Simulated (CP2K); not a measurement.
Runs of CP2K 2026.2 on Mg. The structure is cubic, space group Fm-3m (No. 225). Conventional cell: a = 4.489 Å, b = 4.489 Å, c = 4.489 Å, α = 90.00°, β = 90.00°, γ = 90.00°. Mg (site symmetry m-3m) is surrounded by 12 Mg at 3.17 Å. This isn't the form of Mg at room conditions, which is hcp.

```tsv
level	gap on the mesh (eV)	pressure (GPa)	relaxed volume (Å³/atom)
LDA	none	0.0	(a)
PBEsol	none	0.0	23.39
HLE16	none	0.0	19.53
PBE	none	0.0	23.89
```

Alike in all rows: task relaxation of cell and atoms; potentials or basis POTENTIAL_UZH Mg GTH-PBE-q10; TZVP-MOLOPT-PBE-GTH basis; no spin polarisation; cell relaxed; k mesh 8 × 8 × 8; smearing fermi-dirac 0.05 eV.

**Question.** Estimate the missing entries.

**Answer.** (a) 22.52.

Caveats: the basis of atomic orbitals isn't converged, which shifts pressures, moduli and gaps; the potentials were made for another functional, which shifts forces and pressure (some runs); the real-space grid breaks the cell's symmetry a little (some runs); the potentials were made for a functional far from this one (some runs).

A gap of «none» marks a metal or a gap under the smearing width.
